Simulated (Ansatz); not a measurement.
# Stack of 2H-WS2 under Nb2COS MXene, upper layer turned by 180° in a perpendicular field, part 2 of 3

Wanted: the out-of-plane response of the stack of 2H-WS2 under Nb2COS MXene, upper layer turned by 180°. A positive field points along +c.

Ansatz 0.2.0; plane-wave DFT, PBE-D4, Ansatz PAW (the session's first sound run).

So far. Step 2 (Relaxing the slab): The lattice constant a goes from 3.165 to 3.173 Å.

## 3. Single point, field 0

A sawtooth potential applies the field, turning back in the middle of the vacuum. With the dipole correction the typed value is the field outside the slab. The induced dipole is small, so the SCF threshold is tight.

The cell differs from the one that the last finished run ended in (c 47.469 → 29.194 Å).

Input file input.yaml:

```yaml
crystal:
  lattice:
    - [3.1734515347, 0.0, 0.0]
    - [-1.5867257674, 2.7482896468, 0.0]
    - [0.0, 0.0, 29.1943000224]
  atoms:
    - { symbol: S, position: [0.3333333333, 0.6666666667, 0.3082793557] }
    - { symbol: W, position: [0.0, 0.0, 0.3620707528] }
    - { symbol: S, position: [0.3333333333, 0.6666666667, 0.4157436528] }
    - { symbol: S, position: [0.0, 0.0, 0.5146780961] }
    - { symbol: Nb, position: [0.6666666667, 0.3333333333, 0.5715499457] }
    - { symbol: C, position: [0.3333333333, 0.6666666667, 0.613750569] }
    - { symbol: Nb, position: [0.0, 0.0, 0.6559131528] }
    - { symbol: O, position: [0.6666666667, 0.3333333333, 0.6917206443] }
kpoints:
  mp_grid: { grid: [18, 18, 1] }
  band_path:
    path: [[0, 0, 0], [0.5, 0, 0], [0.33333333, 0.33333333, 0], [0, 0, 0]]
    npoints: 16
hamiltonian:
  xc: pbe
  dispersion: d4
scf:
  occupations: { method: fermi_dirac, width: 0.05 }
  convergence: { dr2_threshold: 1.0e-10 }
efield:
  axis: 3
  dipole_correction: true
  ramp_position: 0.97
  ramp_width: 0.06
  amplitude: 0
output:
  dos: { projected: true, e_range: [-6, 5] }
  bader: true
  write_potential: true
  write_density: true
  volumetric_format: npy
  elf: true
```

The run is started by

```bash
$ ansatz run input.yaml --threads 4 --pin off --max-ram 6144MiB --backend cpu --events-out ev --progress --plain --runs-dir out
```

Numbers of over 12 decimals in the logs are rounded to 6 here.

The log of the run:

```text
[...]
Crystal: 8 atoms, lattice volume = 254.620 Å³
Basis set: ecut = 420 eV, 4981 PW (Γ)
Bands: 42, of which v1, the nominal top of the filled ones, is band 34 counted from 1 (33 counted from 0)
Symmetry: 6 space group operations
[...]
k-points: 37 of 324 (time reversal used)
[...]
SCF iter   1: F=—  HF=-23022.766767 eV  |F-HF|=—  |Δ(HF+E_count)|=         —  Δρ=4.85e-3  dr2=2.85e-1  ethr=1.77e-3  p=-0.017 e·Å  D=-1.23e-2 V/Å  ΔV_dip=0.36 eV  dr2_dipole=4.33e-3  V_vac-E_F(+/−)=5.38/5.02 eV  ⟨swp⟩=9.7  Hψ=8548  notcnv=0  defer=1
efield: sawtooth ramp at fractional position 0.9700 (set: `efield.ramp_position`, or a place that a band, a saddle search or an elastic batch's reference lends), width 0.0600; the density the first Hamiltonian is built on has a dipole p = -0.017 e·Å; the dipole correction subtracts the counter field D = -1.23e-2 V/Å, which shifts the + side's vacuum level by +0.36 eV against the − side's; the planar-averaged density in the ramp window peaks in size at 1.8e-5 e/Å³
[...]
SCF iter   2: F=—  HF=-23022.905678 eV  |F-HF|=—  |Δ(HF+E_count)|=   1.39e-1  Δρ=8.37e-3  dr2=2.64e0  ethr=4.20e-4  p=0.026 e·Å  D=1.84e-2 V/Å  ΔV_dip=-0.54 eV  dr2_dipole=8.37e-1  V_vac-E_F(+/−)=5.54/6.08 eV  ⟨swp⟩=3.8  Hψ=2882  notcnv=0  defer=59  recentre
[...]
SCF iter  13: F=-23022.751560 eV  HF=-23022.751560 eV  |F-HF|=1.09e-10  |Δ(HF+E_count)|=  2.55e-10  Δρ=6.01e-8  dr2=1.49e-11  ethr=1.00e-12  p=-0.020 e·Å  D=-1.45e-2 V/Å  ΔV_dip=0.42 eV  dr2_dipole=1.26e-12  V_vac-E_F(+/−)=5.61/5.19 eV  ⟨swp⟩=10.4  Hψ=4618  notcnv=0
SCF 1 converged in 13 iterations: F = -23022.751560 eV  dr2 = 1.49e-11
[...]
NSCF: frozen V_eff on 49 k-points
efield: sawtooth ramp at fractional position 0.9700 (kept from the solve that this one continues, or follows in the run), width 0.0600; the density the first Hamiltonian is built on has a dipole p = -0.020 e·Å; the dipole correction subtracts the counter field D = -1.45e-2 V/Å, which shifts the + side's vacuum level by +0.42 eV against the − side's; the planar-averaged density in the ramp window peaks in size at 2.3e-6 e/Å³
[...]
SCF converged after 13 iterations
Free energy (F): -23022.751560 eV
[...]
Internal energy: -23022.739479 eV  (E = F + TS)
E sigma→0 (E₀):  -23022.745519 eV
Entropy (-TS):   -0.012081 eV (-1.510 meV/atom)
Fermi energy:    3.229216 eV
Dipole field:    D = -0.014492 V/Å  (p = -0.020393 e·Å, saw-weighted, corrected)
Work function:   Φ+ = 5.6103 eV   Φ− = 5.1872 eV
Levels:          The Fermi level and band energies are counted from a zero that moves with the ramp; work functions are not
[...]
--- Band table (eV; the first three rows and the last of 37) ---
  k-point 0: bands = [... 30 lower, 2.4768, 2.4768, 2.7463, 2.7778, 2.7778, 3.2800, 4.5131, 4.5131, ... 4 higher]
  k-point 1: bands = [... 30 lower, 2.0422, 2.1829, 2.6663, 2.9134, 3.0775, 3.4406, 4.5264, 4.5609, ... 4 higher]
  k-point 2: bands = [... 30 lower, 1.7207, 1.8586, 2.4790, 2.7592, 3.3988, 3.7867, 4.5650, 4.7497, ... 4 higher]
  k-point 36: bands = [... 30 lower, -0.0013, 0.2970, 2.6985, 3.7618, 3.9731, 4.5516, 4.6512, 5.2819, ... 4 higher]
--- Bader charges: 8 sites ---
  site symbol  charge [e]  shift [e]
     0      S     -0.6875     0.0025
     1      W      1.3747     0.0049
     2      S     -0.6772     0.0025
     3      S     -0.7872     0.0008
     4     Nb      1.6662     0.0016
     5      C     -1.8191     0.0015
     6     Nb      2.0931     0.0006
     7      O     -1.1630     0.0002
  estimated error of the sums over rays = 6.8e-4 e
```

The job ended after 39 s (4 threads of Arm Neoverse V1, shared host; peak memory 0.86 GiB; 2.5 min of CPU time).

This step gave:

* energy at zero smearing: -23022.7455 eV
* work function, upper face: 5.610 eV
* work function, lower face: 5.187 eV
* dipole along the normal: -0.02039 e·Å
* step between the vacuum levels: 0.4231 eV

Running mean over a fixed 2.8 Å (it still follows the layers) of the planar mean; the ramp of the sawtooth is left out. Electron's electrostatic potential energy less the Fermi level against z:

| z (Å) | electron's electrostatic potential energy less the Fermi level (eV) |
| --- | --- |
| 4 | 5.19 |
| 5 | 5.19 |
| 6 | 5.15 |
| 7 | 4.33 |
| 8 | -0.113 |
| 9 | -5.73 |
| 10 | -11.2 |
| 11 | -11.3 |
| 12 | -6.88 |
| 13 | -1.47 |
| 14 | -1.01 |
| 15 | -4.84 |
| 16 | -11.4 |
| 17 | -12.2 |
| 18 | -14.1 |
| 19 | -13.0 |
| 20 | -8.61 |
| 21 | -0.0841 |
| 22 | 4.99 |
| 23 | 5.59 |
| 24 | 5.61 |
| 25 | 5.61 |

The density of states has structure finer than the step of the table below, so its rows give means over 0.25 eV, whole bins alone (the curve runs from -6 to 1.99 eV). Peaks (eV: height): -5.750: 14.0, -5.200: 16.4, -5.010: 14.9, -4.760: 11.8, -4.480: 13.9, -4.070: 14.2, -3.600: 11.8.

Table of density of states by energy, zero at the Fermi level; means over each step:

```csv
energy (eV),density of states (states/eV a cell)
-5.75,7.66
-5.50,5.37
-5.25,7.42
-5.00,7.44
-4.75,6.97
-4.50,7.08
-4.25,5.58
-4.00,8.25
-3.75,8.06
-3.50,6.69
-3.25,3.36
-3.00,3.18
-2.75,7.06
-2.50,5.63
-2.25,5.79
-2.00,3.79
-1.75,2.82
-1.50,4.38
-1.25,3.88
-1.00,2.91
-0.75,2.64
-0.50,1.81
-0.25,1.03
0.00,1.47
0.25,1.77
0.50,1.35
0.75,1.57
1.00,1.63
1.25,3.90
1.50,5.13
1.75,6.25
```

Projected DOS per atom over height of the atomic layer and energy from the Fermi level. Layers: S W S S Nb C Nb O from below.

Ten even steps from '_' (0.00 states/eV) to '@' (2.16 states/eV), each cell a mean:
```
::##..__--__##__
__::____**..@@__
________--__++__
________::__::__
______..::__::__
______....__::__
______....__..__
__::__..::__::__
..++......__..__
::##::::..__..__
::..::--::______
==::==++::..__..
**--++**....__..
==------....__..
::--::::::..__::
::--::++**++::**
++++==----==::**
::::::++====::++
--------==----++
====++--------++
........::--==**
::::::::::::**%%
```
Columns: height of the atomic layer (Å) from 9 to 20.2 (not evenly spaced); rows upwards: energy from the Fermi level (eV) from -5.96 to 1.96.

The electronic bands at the labelled points (eV, zero at the Fermi level):

| point | band 31 | band 32 | band 33 | band 34 | band 35 | band 36 | band 37 | band 38 |
| --- | --- | --- | --- | --- | --- | --- | --- | --- |
| Γ | -0.75 | -0.75 | -0.48 | -0.45 | -0.45 | 0.05 | 1.28 | 1.28 |
| halfway | -2.04 | -1.69 | -1.45 | -1.29 | 0.73 | 1.16 | 1.50 | 1.93 |
| M | -1.82 | -1.80 | -1.54 | -1.46 | 1.15 | 1.97 | 2.36 | 2.42 |
| halfway | -2.72 | -2.61 | -0.97 | -0.54 | 1.40 | 1.48 | 2.04 | 2.44 |
| K | -3.23 | -2.93 | -0.53 | 0.53 | 0.74 | 1.32 | 1.42 | 2.05 |
| halfway | -2.14 | -1.90 | -1.40 | -0.43 | -0.05 | 1.49 | 1.74 | 2.13 |
| Γ | -0.75 | -0.75 | -0.48 | -0.45 | -0.45 | 0.05 | 1.28 | 1.28 |

Electrostatic potential energy in the ca plane at fractional y = 1.000, with atoms of W and S and Nb within 0.2 Å of it. With pseudopotentials it is smooth inside the atoms' cores, unlike the true potential.

Values in eV, 5 rows by 16 columns, each cell a mean:
```
  7   1 -44 -32   4   7  -9 -29  -1   3 -15 -55 -10   7   9   9
  5   0  -8  -4   1   7   5  -1  -4  -4  -1 -11   2   8   9   9
  4  -2   2   1  -3   6   7   4  -8  -8   1   1   4   8   9   9
  6   1 -18 -12   3   7   2 -10  -2  -1  -4 -24  -1   8   9   9
  7   0 -51 -38   4   7 -12 -30  -2   3 -20 -60 -14   7   9   9
```
Columns run along c (16.0 Å, from fractional 0.27 to 0.82 of the cell; values clipped at the 3rd and 97th percentile), rows up along a (3.2 Å). Atoms in or near the plane, at fractional coordinates: W at (0.36, 0.00), S at (0.51, 0.00), Nb at (0.66, 0.00).

ELF in the ca plane at fractional y = 1.000, with atoms of W and S and Nb within 0.2 Å of it. It is the smooth field of the valence electrons, not physical close to the nuclei.

Ten even steps from '0' (0.00) to '9' (0.89), each cell a mean:
```
23755732210059962686322215857720000000000000
43466424541027999974112432576311100000000000
75322257875102577632222564211245310000000000
87533478887300012212332576422566520000000000
86422468887201244422322576311466420000000000
64244246663015899862112442343223210000000000
33677633320039986885212324788510000000000000
24732742100059940486322216726730000000000000
```
Columns run along c (16.0 Å, from fractional 0.32 to 0.87 of the cell), rows up along a (3.2 Å). Atoms in or near the plane, at fractional coordinates: W at (0.36, 0.00), S at (0.51, 0.00), Nb at (0.66, 0.00).

Valence density in the ca plane at fractional y = 1.000, with atoms of W and S and Nb within 0.2 Å of it. It is the smooth field of the valence electrons, not physical close to the nuclei.

Ten steps, logarithmic in the rise over the least value, from '0' (0.0 e/Å³) to '9' (5.0 e/Å³), each cell a mean:
```
43211236656654333368999631000000000000000000
44321134666544333456886431000000000000000000
55432112444444544444444432100000000000000000
55542111233345655554334443100000000000000000
55442112333445555544444443100000000000000000
44432123555544444445665432100000000000000000
43321135666654333458998521000000000000000000
43211246645654333369999631000000000000000000
```
Columns run along c (16.0 Å, from fractional 0.40 to 0.95 of the cell), rows up along a (3.2 Å). Atoms in or near the plane, at fractional coordinates: S at (0.51, 0.00), Nb at (0.66, 0.00).

The work function of the upper face is 5.61 eV.

## 4. Single point, field 0.03 V/Å

Changes to input.yaml since step 3:

```diff
@@ -30,6 +30,4 @@
   ramp_width: 0.06
-  amplitude: 0
+  amplitude: 0.03
 output:
-  dos: { projected: true, e_range: [-6, 5] }
-  bader: true
   write_potential: true
@@ -37,2 +35 @@
   volumetric_format: npy
-  elf: true
```

The log of the run:

```text
[...]
Crystal: 8 atoms, lattice volume = 254.620 Å³
Basis set: ecut = 420 eV, 4981 PW (Γ)
Bands: 42, of which v1, the nominal top of the filled ones, is band 34 counted from 1 (33 counted from 0)
Symmetry: 6 space group operations
[...]
k-points: 37 of 324 (time reversal used)
[...]
k-point 0: bands = [... 30 lower, 2.4815, 2.4815, 2.7387, 2.7816, 2.7816, 3.2800, 4.5176, 4.5176, ... 4 higher]
  k-point 1: bands = [... 30 lower, 2.0457, 2.1871, 2.6631, 2.9104, 3.0818, 3.4437, 4.5309, 4.5654, ... 4 higher]
  k-point 2: bands = [... 30 lower, 1.7158, 1.8624, 2.4776, 2.7530, 3.4033, 3.7910, 4.5695, 4.7542, ... 4 higher]
  k-point 36: bands = [... 30 lower, -0.0032, 0.2828, 2.6846, 3.7661, 3.9782, 4.5379, 4.6558, 5.2859, ... 4 higher]
[key lines of the parts left out:]
SCF converged after 17 iterations
Free energy (F): -23022.751210 eV
Fermi energy:    3.233340 eV
Dipole field:    D = -0.002082 V/Å  (p = -0.002930 e·Å, saw-weighted, corrected)
```

The job ended after 29 s (4 threads; peak memory 0.83 GiB; 1.9 min of CPU time).

The dipole is -0.00293 e·Å, 0.0175 e·Å from its value without field.

## 5. Single point, field -0.03 V/Å

Changes to input.yaml since step 4:

```diff
@@ -30,3 +30,3 @@
   ramp_width: 0.06
-  amplitude: 0.03
+  amplitude: -0.03
 output:
```

The log of the run:

```text
[...]
Crystal: 8 atoms, lattice volume = 254.620 Å³
Basis set: ecut = 420 eV, 4981 PW (Γ)
Bands: 42, of which v1, the nominal top of the filled ones, is band 34 counted from 1 (33 counted from 0)
Symmetry: 6 space group operations
[...]
k-points: 37 of 324 (time reversal used)
[...]
k-point 0: bands = [... 30 lower, 2.4721, 2.4721, 2.7536, 2.7741, 2.7741, 3.2803, 4.5087, 4.5087, ... 4 higher]
  k-point 1: bands = [... 30 lower, 2.0387, 2.1788, 2.6691, 2.9168, 3.0733, 3.4377, 4.5220, 4.5565, ... 4 higher]
  k-point 2: bands = [... 30 lower, 1.7257, 1.8548, 2.4801, 2.7658, 3.3944, 3.7825, 4.5607, 4.7454, ... 4 higher]
  k-point 36: bands = [... 30 lower, 0.0007, 0.3111, 2.7122, 3.7575, 3.9680, 4.5651, 4.6467, 5.2780, ... 4 higher]
[key lines of the parts left out:]
SCF converged after 16 iterations
Free energy (F): -23022.752434 eV
Fermi energy:    3.225184 eV
Dipole field:    D = -0.026914 V/Å  (p = -0.037871 e·Å, saw-weighted, corrected)
```

Wall time 28 s (4 threads); peak memory 0.83 GiB.

The dipole is -0.0379 e·Å, -0.0175 e·Å from its value without field.

## 6. Single point, field 0.15 V/Å

Changes to input.yaml since step 5:

```diff
@@ -30,3 +30,3 @@
   ramp_width: 0.06
-  amplitude: -0.03
+  amplitude: 0.15
 output:
```

The log of the run:

```text
[...]
Crystal: 8 atoms, lattice volume = 254.620 Å³
Basis set: ecut = 420 eV, 4981 PW (Γ)
Bands: 42, of which v1, the nominal top of the filled ones, is band 34 counted from 1 (33 counted from 0)
Symmetry: 6 space group operations
[...]
k-points: 37 of 324 (time reversal used)
[...]
k-point 0: bands = [... 30 lower, 2.5015, 2.5015, 2.7060, 2.7974, 2.7974, 3.2820, 4.5364, 4.5364, ... 4 higher]
  k-point 1: bands = [... 30 lower, 2.0607, 2.2047, 2.6456, 2.9024, 3.0998, 3.4572, 4.5496, 4.5841, ... 4 higher]
  k-point 2: bands = [... 30 lower, 1.6983, 1.8786, 2.4677, 2.7320, 3.4220, 3.8088, 4.5881, 4.7729, ... 4 higher]
  k-point 36: bands = [... 30 lower, -0.0094, 0.2242, 2.6271, 3.7844, 3.9997, 4.4810, 4.6748, 5.3026, ... 4 higher]
[key lines of the parts left out:]
SCF converged after 17 iterations
Free energy (F): -23022.755044 eV
Fermi energy:    3.250629 eV
Dipole field:    D = 0.047473 V/Å  (p = 0.066800 e·Å, saw-weighted, corrected)
```

Wall time 28 s (4 threads); peak memory 0.83 GiB.

The dipole is 0.0668 e·Å, 0.0872 e·Å from its value without field.

## 7. Atoms held, field 0.25 V/Å

Changes to input.yaml since step 6:

```diff
@@ -30,3 +30,3 @@
   ramp_width: 0.06
-  amplitude: 0.15
+  amplitude: 0.25
 output:
```

The log of the run:

```text
[...]
Crystal: 8 atoms, lattice volume = 254.620 Å³
Basis set: ecut = 420 eV, 4981 PW (Γ)
Bands: 42, of which v1, the nominal top of the filled ones, is band 34 counted from 1 (33 counted from 0)
Symmetry: 6 space group operations
[...]
k-points: 37 of 324 (time reversal used)
[...]
k-point 0: bands = [... 30 lower, 2.5189, 2.5189, 2.6758, 2.8113, 2.8113, 3.2862, 4.5528, 4.5528, ... 4 higher]
  k-point 1: bands = [... 30 lower, 2.0738, 2.2201, 2.6254, 2.9007, 3.1155, 3.4698, 4.5660, 4.6005, ... 4 higher]
  k-point 2: bands = [... 30 lower, 1.6862, 1.8928, 2.4534, 2.7205, 3.4384, 3.8245, 4.6043, 4.7893, ... 4 higher]
  k-point 36: bands = [... 30 lower, -0.0133, 0.1738, 2.5771, 3.8003, 4.0183, 4.4315, 4.6914, 5.3173, ... 4 higher]
[key lines of the parts left out:]
SCF converged after 17 iterations
Free energy (F): -23022.764625 eV
Fermi energy:    3.265816 eV
Dipole field:    D = 0.088688 V/Å  (p = 0.124794 e·Å, saw-weighted, corrected)
```

Run time: 29 s. Hardware: 4 threads; peak memory 0.83 GiB; 1.9 min of CPU time.

The dipole is 0.125 e·Å, 0.145 e·Å from its value without field.

## 8. Single point, field -0.25 V/Å

Changes to input.yaml since step 7:

```diff
@@ -30,4 +30,6 @@
   ramp_width: 0.06
-  amplitude: 0.25
+  amplitude: -0.25
 output:
+  dos: { projected: true, e_range: [-6, 5] }
+  bader: true
   write_potential: true
@@ -35 +37,2 @@
   volumetric_format: npy
+  elf: true
```

The log of the run:

```text
[...]
Crystal: 8 atoms, lattice volume = 254.620 Å³
Basis set: ecut = 420 eV, 4981 PW (Γ)
Bands: 42, of which v1, the nominal top of the filled ones, is band 34 counted from 1 (33 counted from 0)
Symmetry: 6 space group operations
[...]
k-points: 37 of 324 (time reversal used)
[...]
--- Bader charges: 8 sites ---
  site symbol  charge [e]  shift [e]
     0      S     -0.6766     0.0025
     1      W      1.3754     0.0049
     2      S     -0.6811     0.0025
     3      S     -0.7838     0.0008
     4     Nb      1.6671     0.0016
     5      C     -1.8189     0.0015
     6     Nb      2.0888     0.0006
     7      O     -1.1710     0.0002
  estimated error of the sums over rays = 6.5e-4 e
[key lines of the parts left out:]
SCF converged after 17 iterations
Free energy (F): -23022.774894 eV
Fermi energy:    3.198814 eV
Dipole field:    D = -0.118302 V/Å  (p = -0.166466 e·Å, saw-weighted, corrected)
```

Wall time 44 s (4 threads); peak memory 0.85 GiB.

The dipole is -0.166 e·Å, -0.146 e·Å from its value without field.

[end of part 2 of 3]

[Logs are printed without paths, hosts, clocks, repeated set-up lines and the standing remarks that a program may print on its own settings, such as how far it seeks lower states.]

[Hosts, paths, dates, database ids (printed as entryN), source tags and the programs' standing remarks are cut or masked in the printed files.]

[Maps of the electrostatic potential energy from Ansatz leave out the sawtooth potential of an applied field or a dipole correction, so their vacuum need not be flat; planar profiles and work functions include it.]

[The density of states shown here was stored with 400 of the rows of the run's finer table, so its peaks can read low, often by over a quarter, or be missed, and its means over a window can be off by a tenth or more.]
